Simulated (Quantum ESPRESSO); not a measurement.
Co under changes of volume

One of the cells (10.688 Å³/atom); the others are scaled copies at fixed shape and fractional positions:

```
CELL_PARAMETERS angstrom
2.47056 0.00000 0.00000
-1.23528 2.13957 0.00000
0.00000 0.00000 8.08823
ATOMIC_POSITIONS crystal
Co 0.66667 0.33333 0.75000
Co 0.00000 0.00000 0.50000
Co 0.33333 0.66667 0.25000
Co 0.00000 0.00000 0.00000
```

- Program: Quantum ESPRESSO 7.5
- Functional: LDA
- Potentials or basis: GBRV 1.5 LDA
- Cutoff: 762 eV
- Density cutoff: 6095 eV
- k mesh: 10 × 10 × 3
- Occupations: fermi-dirac, width 0.05 eV
- Spin: collinear spin, ferromagnetic start
- Starting moments: [2.0, 2.0, 2.0, 2.0] μB

```csv
volume (Å³/atom),energy over the lowest point (meV/atom),pressure (GPa),moment (μB per cell)
10.047,0.00,1.0,6.52
10.261,2.00,-4.5,6.59
10.475,?,?,?
10.688,26.38,-13.8,6.66
10.902,47.27,-17.7,6.69
11.116,73.08,-21.2,6.71
11.330,103.29,-24.3,6.72
```

Problem. What does the run at 10.475 Å³/atom give?

Solution. Energy over the lowest point 11.04 meV/atom; pressure -9.4 GPa; moment 6.63 μB per cell.

Worked out: A Birch-Murnaghan fit of order 3 (a polynomial in V^(-2/3)) to the other rows has its minimum at 10.10 Å³/atom with B0 = V·E''(V) = 274 GPa and B' = 4.7 at fixed shape and positions, which overstates the stiffness. It gives 11.10 meV/atom at 10.475 Å³/atom, against the run's 11.04, and -dE/dV = -9.2 GPa, against -9.4. A parabola through the other rows of the moment, of slope 0.194 μB per Å³/atom there, gives 6.63 μB, against the run's 6.63.

Energies are extrapolated to zero smearing.
